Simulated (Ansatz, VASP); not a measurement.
## Re (linear Re chain) in two plane-wave programs

One calculation is typed for both programs; each brings its own data sets. How far apart do they land? The structure shown is the end of the Ansatz relaxation below.

Program: Ansatz 0.2.0. Level of theory: plane waves, with VASP 6.6.1 beside it; single point at LDA. Results are calculated unless marked as measured.

**1. Starting point**

The cell holds 1 atom: 1 Re. Cell: a = 7.500 Å, b = 7.500 Å, c = 2.215 Å, α = 90.0°, β = 90.0°, γ = 90.0°. Vacuum lies along a and b. The structure's axis is c.

**2. Ansatz: relaxation, LDA**

Ansatz runs on its default PAW (the set named soft_2) files.

This run makes the geometry at which the two programs are then compared.

Contents of input.yaml:

```yaml
crystal:
  lattice:
    - [7.5, 0.0, 0.0]
    - [0.0, 7.5, 0.0]
    - [0.0, 0.0, 2.8086]
  atoms:
    - { symbol: Re, position: [0.5, 0.5, 0.0], spin: 2.0 }
magnetization:
  spin_polarized: true
kpoints:
  mp_grid: { grid: [1, 1, 29] }
scf:
  occupations: { method: fermi_dirac, width: 0.05 }
hamiltonian:
  xc: lda
relax:
  cell: { fix: [a, b, alpha, beta, gamma] }
  max_steps: 60
```

The run is started by

```console
ansatz run input.yaml --threads 4 --pin off --max-ram 8192MiB --backend cpu --events-out ev --progress --plain --runs-dir out
```

Numbers of over 12 decimals in the logs are rounded to 6 here.

What it wrote:

```text
Engine: ansatz 0.2.0, aarch64-unknown-linux-gnu
Pseudopotentials: kind: paw
Pseudopotential: Re, paw, valence charge 15, recommended cutoff 420 eV (normal), Re.paw.azcp
Functional definition: SPW92
  exchange = slater_x
  correlation = pw_c
Crystal: 1 atoms, lattice volume = 157.984 Å³
Basis set: ecut = 420 eV, 3129 PW (Γ)
Bands: 13, of which v1, the nominal top of the filled ones, is band 8 counted from 1 (7 counted from 0)
Symmetry: 16 space group operations
Space group: P4/mmm (ITA 123), of the structure as read, at distance tolerance 5.4e-5 Å
Magnetic group: BNS 123.339 (UNI 999), of the structure as read, at distance tolerance 5.4e-5 Å
k-points: 15 of 29
Non-local potential: Re, projectors of the file, l = 0: 3, l = 1: 2, l = 2: 2, l = 3: 1
PAW form: soft (Blöchl's): semilocal exchange-correlation on the pseudo side does not see the compensation charge
PAW frozen core: Re, regenerated for the run's functional, and the local potential with it (the file was generated under x = pbe(κ = 0.804, μ = 0.219515), c = pbe(β = 0.066725))
PAW one-centre angular grid: Re, 590 points (default); XC on 64 Gauss nodes
Initial density: superposition of atomic densities (neutral atoms: chi_scale 0, normalization atom)
Starting moments: Σ|m| = 2 μB on 1 of 1 site
Initial wavefunctions: pseudopotential atomic-orbital guess
Functional: x = slater, c = lda
iter 1 solved again at ethr=2.24e-3 eV; its pass at ethr=3.10e-3 eV (dr2=3.36e-1 eV) is discarded
SCF iter   1: F=—  HF=-10599.853075 eV  |F-HF|=—  |Δ(HF+E_count)|=         —  Δρ=1.81e-2 (↑1.20e-2 ↓1.81e-2)  dr2=3.42e-1  dr2_m=2.96e-1  M=2.439 μB ∫|m|=2.439 μB  β_m=0.30  ethr=2.24e-3  ⟨swp⟩=1.0  Hψ=2727  notcnv=0
Mixer restart at iter 1: flushing history
preconditioner: auto → LDOS  [metal: Δε(μ)=0.035 eV  Ē_g=4.519 eV  σ=0.050 eV  W_gap=0.17  n_scr=12 (ndim 8)  ℏωp=7.8 eV  f_vac=0.634  D(μ)=3.47/eV (n_scr^D=20)]
spin=Collinear: LDOS preconditioning applied to the charge; magnetization (m = ρ↑ − ρ↓) channel mixes plain (no charge-response kernel on spin).
SCF iter   2: F=—  HF=-10599.852949 eV  |F-HF|=—  |Δ(HF+E_count)|=   1.26e-4  Δρ=1.31e-2 (↑1.03e-2 ↓1.31e-2)  dr2=1.47e-1  dr2_m=1.80e-1  M=2.568 μB ∫|m|=2.568 μB  β_m=0.65  ethr=2.24e-3  ⟨swp⟩=1.3  Hψ=407  notcnv=0
SCF iter   3: F=—  HF=-10600.066382 eV  |F-HF|=—  |Δ(HF+E_count)|=         —  Δρ=5.45e-3 (↑5.45e-3 ↓5.40e-3)  dr2=3.18e-3  dr2_m=4.12e-2  M=3.153 μB ∫|m|=3.154 μB  β_m=0.65  ethr=9.82e-4  ⟨swp⟩=2.7  Hψ=823  notcnv=0  defer=1
Mixer restart at iter 3: flushing history
SCF iter   4: F=—  HF=-10600.059331 eV  |F-HF|=—  |Δ(HF+E_count)|=   7.05e-3  Δρ=2.42e-3 (↑2.42e-3 ↓2.24e-3)  dr2=1.41e-3  dr2_m=7.51e-3  M=3.191 μB ∫|m|=3.191 μB  β_m=0.82  ethr=2.12e-5  ⟨swp⟩=2.4  Hψ=715  notcnv=0  defer=1
SCF iter   5: F=—  HF=-10600.058320 eV  |F-HF|=—  |Δ(HF+E_count)|=   1.01e-3  Δρ=1.88e-4 (↑1.88e-4 ↓8.40e-5)  dr2=5.61e-5  dr2_m=1.64e-5  M=3.225 μB ∫|m|=3.226 μB  β_m=0.90  ethr=9.41e-6  ⟨swp⟩=2.5  Hψ=607  notcnv=0  defer=1
SCF iter   6: F=—  HF=-10600.058344 eV  |F-HF|=—  |Δ(HF+E_count)|=   2.32e-5  Δρ=6.88e-5 (↑6.88e-5 ↓4.13e-5)  dr2=7.86e-6  dr2_m=2.80e-6  M=3.230 μB ∫|m|=3.230 μB  β_m=0.88  ethr=3.74e-7  ⟨swp⟩=2.1  Hψ=590  notcnv=0  defer=1
SCF iter   7: F=—  HF=-10600.058343 eV  |F-HF|=—  |Δ(HF+E_count)|=   4.57e-7  Δρ=7.51e-6 (↑7.51e-6 ↓7.34e-6)  dr2=1.38e-7  dr2_m=4.59e-8  M=3.231 μB ∫|m|=3.231 μB  β_m=0.94  ethr=5.24e-8  ⟨swp⟩=2.5  Hψ=603  notcnv=0  defer=1
SCF iter   8: F=-10600.058343 eV  HF=-10600.058343 eV  |F-HF|=2.84e-10  |Δ(HF+E_count)|=   5.99e-8  Δρ=1.35e-6 (↑7.42e-7 ↓1.35e-6)  dr2=3.89e-9  dr2_m=6.53e-10  M=3.231 μB ∫|m|=3.231 μB  ethr=6.67e-10  ⟨swp⟩=2.2  Hψ=1307  notcnv=0
SCF 1 converged in 8 iterations: F = -10600.058343 eV  dr2 = 3.89e-9
  greatest PAW one-centre occupation: 0.999 electrons in one spin orbital (limit 2), on the Re atom at site 0 (counted from 0), in its partial waves of l = 0
relax step   1: F+E_penalty+E_count = -10600.05834330 eV  Δ(F+E_penalty+E_count) = +0.000e0 eV  max|allowed force component| = 0.000e0 eV/Å  Δτ_max = 0.0000 Å  P = -3.086 GPa  Ω = 157.984 Å³  fix = [a, b, alpha, beta, gamma]  reactions: a -0.165, b -0.165 GPa  (8 SCF iters, dr2 threshold 1.00e-7 eV, accepted)
[...]
relax step   7: F+E_penalty+E_count = -10601.71902306 eV  Δ(F+E_penalty+E_count) = -1.413e-2 eV  max|allowed force component| = 0.000e0 eV/Å  Δτ_max = 0.0000 Å  P = -0.101 GPa  Ω = 124.555 Å³  energy of the carried Pulay correction = +1.684e-3 eV  fix = [a, b, alpha, beta, gamma]  reactions: a -0.188, b -0.188 GPa  (7 SCF iters, dr2 threshold 1.00e-7 eV, accepted)
[...]
relax step   8: F+E_penalty+E_count = -10601.71903054 eV  Δ(F+E_penalty+E_count) = -7.476e-6 eV  max|allowed force component| = 0.000e0 eV/Å  Δτ_max = 0.0000 Å  P = -0.126 GPa  Ω = 124.600 Å³  energy of the carried Pulay correction = +1.682e-3 eV  fix = [a, b, alpha, beta, gamma]  reactions: a -0.188, b -0.188 GPa  (6 SCF iters, dr2 threshold 1.31e-8 eV, accepted)
[...]
relax step   9: F+E_penalty+E_count = -10601.71808458 eV  Δ(F+E_penalty+E_count) = +9.460e-4 eV  max|allowed force component| = 0.000e0 eV/Å  Δτ_max = 0.0000 Å  P = -0.128 GPa  Ω = 124.600 Å³  fix = [a, b, alpha, beta, gamma]  reactions: a -0.189, b -0.189 GPa  stress off target by 7.09e-3 GPa on what of the cell is left free  SCF on the basis re-selected at this cell (its energy is not comparable with the rows above)  (6 SCF iters)
basis re-selected at this cell: Δ(F+E_penalty+E_count) = +9.460e-4 eV, ΔP = -0.002 GPa vs the last step (what re-selecting the basis moved, of the pressure what is left beyond the Pulay correction that the steps carried, after the strain that the cell walked since its last selection, with what the two solves' SCF thresholds leave and, on support functions, any second-order correction that the steps lacked; it is no measure of the basis error at this ecutwfc). The dense FFT grid was sized anew with the basis: this SCF ran on 54×54×15 points, the steps before it on 54×54×20, so part of this shift can come from that change (see relax.cell in the input reference). [rest of the remark cut]
SCF converged after 6 iterations
Magnetization: -0.0000 μB (7.5000 up, 7.5000 down)
Absolute magnetization: 0.0000 μB (∫|ρ↑−ρ↓|, with the PAW one-centre terms)
Spin contamination: 0.0000 ħ² per cell (⟨S²⟩ above its minimum at these occupations)
Per-site moments (μB) at R_I (Å): [(-3.2035751173742155e-7, 0.913735)]
Free energy (F): -10601.718085 eV
Harris-Foulkes:  -10601.718085 eV  (|F-HF|=9.09e-12)
Internal energy: -10601.703320 eV  (E = F + TS)
E sigma→0 (E₀):  -10601.710702 eV
Entropy (-TS):   -0.014764 eV (-14.764 meV/atom)
Fermi energy:    -1.812126 eV
--- Per-component energies (eV) ---
  E_band       = -450.458880
  E_kinetic    = 537.674078
  E_local      = -3597.717286  (includes V_loc(G=0)·N_el)
  E_nonlocal   = 61.123343
  E_hartree    = 1498.098424
  E_xc         = -394.825713
  E_vxc        = -296.959219  (∫ρ·V_xc dr)
  E_paw        = -8403.803970  (= ΣΔE_a)
  E_vpaw       = -150.776594  (= ΣTr[D̂ρ^β])
  E_aug_tail   = -0.000078  (compensation charges beyond the density's cutoff)
  E_ewald      = -302.571195
  E_core_change = 0.319076  (= ΣΔE_core)
  E_smearing   = -0.014764  (= −TS)
  E_closure    = -0.000000  (closes the sum)
  Σ components = -10601.718085   (vs F -10601.718085, Δ=0.00e0)
--- Forces (eV/Å), atoms counted from 1 ---
  atom   1  Re     0.00000000    -0.00000000     0.00000000
  max |Σ_I F_I| component: 3.79e-29 eV/Å
--- Stress (GPa, compression-positive) ---
       -0.188989       0.000000       0.000000
        0.000000      -0.188989       0.000000
        0.000000       0.000000      -0.007087
  P = ⅓ Tr σ = -0.1284 GPa (-1.284 kbar)
--- Relaxed structure (8 steps of the walk, 8 accepted, 1 SCFs on fresh bases) ---
  F+E_penalty+E_count = -10601.71808458 eV   max|allowed force component| = 0.000e0 eV/Å   (the final SCF, on the basis selected at the relaxed cell)
  cell:  # Å, volume = 124.6003 Å³
    - [7.5, 0.0, 0.0]
    - [0.0, 7.5, 0.0]
    - [0.0, 0.0, 2.215116]
  atoms:
    - { symbol: Re, position: [0.5, 0.5, 0.0] }
```

**3. VASP: single point, LDA**

The same cell, functional (in two slightly different forms), mesh and smearing now go to VASP, with its own data sets.

Lines of VASP's logs that name or quote its potential files are left out, and so is its time.

Contents of INCAR:

```
SYSTEM = Re
PREC = Accurate
ENCUT = 600
EDIFF = 1E-06
NELM = 200
ISMEAR = -1
SIGMA = 0.05
LREAL = .FALSE.
ALGO = Normal
GGA = CA
NBANDS = 10
ISPIN = 2
MAGMOM = -0
LASPH = .TRUE.
LMAXMIX = 4
LORBIT = 11
LWAVE = .FALSE.
LCHARG = .FALSE.
ISIF = 2
GGA_COMPAT = .FALSE.
```

Contents of POSCAR:

```
Re
1.0
    7.5000000000      0.0000000000      0.0000000000
    0.0000000000      7.5000000000      0.0000000000
    0.0000000000      0.0000000000      2.2151162872
Re
1
Direct
    0.5000000000      0.5000000000      0.0000000000
```

Contents of KPOINTS:

```
Automatic mesh
0
Gamma
1 1 29
0 0 0
```

PAW data sets: Re (LDA family, release 64).

The run is started by

```console
mpirun -np 1 vasp_std
```

What it wrote:

```text
[banner, memory and clock lines left out]
running    1 mpi-ranks, on    1 nodes
 distrk:  each k-point on    1 cores,    1 groups
 distr:  one band on    1 cores,    1 groups

 POSCAR found type information on POSCAR Re
 POSCAR found :  1 types and       1 ions
 LDA part: xc-table for (Slater(with rela. corr.)+CA(PZ))
 , standard interpolation
 POSCAR, INCAR and KPOINTS ok, starting setup
 FFT: planning ... GRIDC
 FFT: planning ... GRID_SOFT
 FFT: planning ... GRID
 WAVECAR not read
 entering main loop
       N       E                     dE             d eps       ncg     rms          rms(c)
DAV:   1     0.351029386558E+02    0.35103E+02   -0.21641E+03   600   0.494E+02
DAV:   2    -0.532094009400E+01   -0.40424E+02   -0.34429E+02  1092   0.147E+02
DAV:   3    -0.821486421462E+01   -0.28939E+01   -0.27666E+01   954   0.467E+01
DAV:   4    -0.826298864717E+01   -0.48124E-01   -0.47805E-01  1000   0.395E+00
DAV:   5    -0.826340982332E+01   -0.42118E-03   -0.42077E-03   840   0.340E-01    0.171E+01
DAV:   6    -0.803832055510E+01    0.22509E+00   -0.16868E-01  1004   0.469E+00    0.837E+00
DAV:   7    -0.796923439923E+01    0.69086E-01   -0.85969E-02   902   0.316E+00    0.731E-01
DAV:   8    -0.796516592320E+01    0.40685E-02   -0.93290E-03   842   0.932E-01    0.119E-01
DAV:   9    -0.796517596282E+01   -0.10040E-04   -0.12827E-04   730   0.865E-02    0.706E-02
DAV:  10    -0.796522083681E+01   -0.44874E-04   -0.39785E-05   802   0.102E-01    0.177E-02
DAV:  11    -0.796523912557E+01   -0.18289E-04   -0.52049E-06   780   0.118E-02    0.111E-02
DAV:  12    -0.796528290815E+01   -0.43783E-04   -0.12245E-05   702   0.165E-02    0.485E-03
DAV:  13    -0.796530261869E+01   -0.19711E-04   -0.18256E-06   708   0.138E-02    0.255E-03
DAV:  14    -0.796531298054E+01   -0.10362E-04   -0.10512E-06   620   0.295E-03    0.189E-03
DAV:  15    -0.796531689446E+01   -0.39139E-05   -0.63332E-07   740   0.289E-03    0.406E-04
DAV:  16    -0.796531749565E+01   -0.60119E-06   -0.76740E-08   614   0.785E-04
   1 F= -.79653175E+01 E0= -.79577820E+01  d E =-.150709E-01  mag=    -0.0000
```

From OUTCAR (step 3):

```text
ion  position               nearest neighbor table
   1  0.500  0.500  0.000-

  LATTYP: Found a simple tetragonal cell.
 ALAT       =     7.5000000000
 C/A-ratio  =     0.2953488383

 Subroutine GETGRP returns: Found 16 space group operations
 (whereof 16 operations were pure point group operations)

The static configuration has the point symmetry D_4h.

 Found     15 irreducible k-points:

   k-points           NKPTS =     15   k-points in BZ     NKDIM =     15   number of bands    NBANDS=     10

   dimension x,y,z NGX =    60 NGY =   60 NGZ =   18
   dimension x,y,z NGXF=   120 NGYF=  120 NGZF=   36

   ENCUT  =  600.0 eV  44.10 Ry    6.64 a.u.  14.98 14.98  4.42*2*pi/ulx,y,z

   NELECT =       7.0000    total number of electrons

 k-points in reciprocal lattice and weights: Automatic mesh
   0.00000000  0.00000000  0.00000000       0.034
   0.00000000  0.00000000  0.03448276       0.069
   0.00000000  0.00000000  0.06896552       0.069
   0.00000000  0.00000000  0.10344828       0.069
   0.00000000  0.00000000  0.13793103       0.069
   0.00000000  0.00000000  0.17241379       0.069
   0.00000000  0.00000000  0.20689655       0.069
   0.00000000  0.00000000  0.24137931       0.069
   0.00000000  0.00000000  0.27586207       0.069
[...]
0.00000000  0.00000000  0.44827586       0.069
   0.00000000  0.00000000  0.48275862       0.069

 average (electrostatic) potential at core
       1 -50.9250

 E-fermi :  -3.6790

 spin component 1
 k-point     1 :       0.0000    0.0000    0.0000
  band No.  band energies     occupation
      1     -10.0385      1.00000
      2      -6.1521      1.00000
      3      -4.9464      1.00000
      4      -4.9323      1.00000
      5      -1.3371      0.00000
      6      -1.3371      0.00000
      7       1.0407      0.00000
      8       1.3139      0.00000
      9       1.3139      0.00000
    ...

 k-point     2 :       0.0000    0.0000    0.0345
  band No.  band energies     occupation
      1      -9.9016      1.00000
      2      -6.1196      1.00000
      3      -4.9238      1.00000
      4      -4.9099      1.00000
      5      -1.4065      0.00000
      6      -1.4065      0.00000
      7       1.0763      0.00000
      8       1.2489      0.00000
      9       1.2489      0.00000
    ...

 k-point     3 :       0.0000    0.0000    0.0690
  band No.  band energies     occupation
      1      -9.4954      1.00000
      2      -6.0225      1.00000
      3      -4.8567      1.00000
      4      -4.8431      1.00000
      5      -1.6356      0.00000
      6      -1.6356      0.00000
      7       1.1200      0.00000
      8       1.1200      0.00000
      9       1.1832      0.00000
    ...

 k-point     4 :       0.0000    0.0000    0.1034
  band No.  band energies     occupation
      1      -8.8327      1.00000
      2      -5.8611      1.00000
      3      -4.7465      1.00000
      4      -4.7335      1.00000
      5      -2.0550      0.00000
      6      -2.0550      0.00000
      7       1.0520      0.00000
      8       1.0520      0.00000
      9       1.3611      0.00000
    ...

 k-point     5 :       0.0000    0.0000    0.1379
  band No.  band energies     occupation
      1      -7.9350      1.00000
      2      -5.6367      1.00000
      3      -4.5959      1.00000
      4      -4.5838      1.00000
      5      -2.6472      0.00000
      6      -2.6472      0.00000
      7       1.1147      0.00000
      8       1.1147      0.00000
      9       1.6103      0.00000
    ...

 k-point     6 :       0.0000    0.0000    0.1724
  band No.  band energies     occupation
      1      -6.8323      1.00000
      2      -5.3497      1.00000
      3      -4.4089      1.00000
      4      -4.3977      1.00000
      5      -3.3492      0.00137
      6      -3.3492      0.00137
      7       1.3096      0.00000
      8       1.3096      0.00000
      9       1.9307      0.00000
    ...

  Total       -0.1504877     -0.1504877     -1.6508884      0.0000000      0.0000000      0.0000000
  in kB       -1.9350516     -1.9350516    -21.2280078      0.0000000      0.0000000      0.0000000
  external PRESSURE =      -8.3660370 kB  Pullay stress =       0.0000000 kB

  energy-cutoff  :      600.00
  volume of cell :      124.60
      direct lattice vectors                 reciprocal lattice vectors
     7.500000000  0.000000000  0.000000000     0.133333333  0.000000000  0.000000000
     0.000000000  7.500000000  0.000000000     0.000000000  0.133333333  0.000000000
     0.000000000  0.000000000  2.215116287     0.000000000  0.000000000  0.451443568

 POSITION                                       TOTAL-FORCE (eV/Angst)
 -----------------------------------------------------------------------------------
      3.75000      3.75000      0.00000         0.000000      0.000000      0.000000
 -----------------------------------------------------------------------------------
    total drift:                                0.000000      0.000000     -0.000000

  FREE ENERGIE OF THE ION-ELECTRON SYSTEM (eV)
  ---------------------------------------------------
  free  energy   TOTEN  =        -7.9653174956 eV

  energy  without entropy=       -7.9502465996  energy(sigma->0) =       -7.95778205

 total charge
# of ion       s       p       d       tot
------------------------------------------
    1        0.671   0.236   5.065   5.972

 magnetization (x)
# of ion       s       p       d       tot
------------------------------------------
    1        0.000  -0.000   0.000   0.000

[... 2 further parts left out ...]
```

This run allows spin, but its moments start at zero, where symmetry between the spins tends to hold them. Its electron count is odd, so without a moment it is a metal by construction. The data set Re keeps the semicore shell frozen, which is cheaper and a little less accurate.

**4. Differences**

Known differences besides the potentials themselves: the two LDA forms differ slightly; the data sets hold 15 valence electrons in Ansatz (on its default PAW (the set named soft_2) files) and 7 in VASP; the cutoff is 420 eV in Ansatz and 600 eV in VASP; VASP's log shows a relativistic correction to its local exchange, Ansatz's none; Ansatz's pressure holds a Pulay correction, VASP's none. Total energies have different zeros and are not compared.

The two programs side by side:

```tsv
quantity	Ansatz	VASP	difference
pressure (GPa)	-0.13	-0.84	+0.71
```

**5. Summary of results**

```
difference in pressure (single point, LDA) : 0.71 GPa
```

The difference in pressure is 0.71 GPa (single point, LDA), within the 1 GPa picked in this series as the mark of a large difference. The data sets hold unlike numbers of valence electrons (15 in Ansatz and 7 in VASP), so part of the differences comes from the potentials. How closely two codes agree says nothing of how well the functional describes the real material.

[Lines on the potential files, build, host, timing and source positions are cut from VASP's logs without a mark.]

[Logs are printed without paths, hosts, clocks, repeated set-up lines and the standing remarks that a program may print on its own settings, such as how far it seeks lower states.]

[Hosts, paths, dates, database ids (printed as entryN), source tags and the programs' standing remarks are cut or masked in the printed files.]
